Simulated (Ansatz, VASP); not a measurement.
S: VASP beside Ansatz

Contents of INCAR:

```
ALGO     = Normal         # electronic algorithm
EDIFF    = 1E-6           # SCF threshold, eV
ENCUT    = 520            # plane-wave cutoff, eV
GGA      = CA             # functional
ISIF     = 2              # what is computed and relaxed
ISMEAR   = -1             # smearing method
LASPH    = T              # aspherical terms in the spheres
LCHARG   = F              # write CHGCAR
LREAL    = F              # projectors in reciprocal space
LWAVE    = F              # write WAVECAR
NBANDS   = 9              # bands
NELM     = 80             # most SCF steps
PREC     = Accurate       # precision mode
SIGMA    = 0.08           # smearing width, eV
```

Contents of KPOINTS:

```
k-points
0
Gamma
  16 16 16
```

The input POSCAR:

```
S
1.0
    2.1310613369      0.0000000000      0.0000000000
    0.0000000000      2.1310613369      0.0000000000
    0.0000000000      0.0000000000      2.1310613369
S
1
Direct
    0.0000000000      0.0000000000      0.0000000000
```

Input for Ansatz:

```yaml
crystal:
  lattice:
    - [2.1310613369, 0.0, 0.0]
    - [0.0, 2.1310613369, 0.0]
    - [0.0, 0.0, 2.1310613369]
  atoms:
    - { symbol: S, position: [0.0, 0.0, 0.0] }
kpoints:
  mp_grid: { grid: [16, 16, 16] }
scf:
  occupations: { method: fermi_dirac, width: 0.08 }
hamiltonian:
  xc: lda
  pseudopotentials: { kind: all_electron, lapw: { basis_error: 0.001 } }
output:
  forces: true
  stress: true
  eigenvalues: true
  populations: true
```

Change from the starting cell: volume scaled by 0.6, LAPW.

Alike in both runs: task single point; functional LDA; k mesh 16 × 16 × 16; occupations fermi-dirac, width 0.08 eV; no spin polarisation.

|  | VASP | Ansatz |
| --- | --- | --- |
| version | VASP 6.6.1 | Ansatz 0.2.0 |
| potentials or method | VASP PAW LDA potentials, release 64 (S) | all-electron LAPW, scalar-relativistic |
| plane-wave cutoff (eV) | 520 | see its input |

```csv
,VASP,Ansatz,Ansatz less VASP
pressure (GPa),102.2,102.8,+0.61
```

Ansatz ran all-electron here, so the differences hold the error of VASP's frozen core and of both bases.

Caveats: the cell as given lies far from equilibrium; so large a pressure means that the cell lies far from this level's equilibrium, or that cutoff or potentials fall short (VASP).
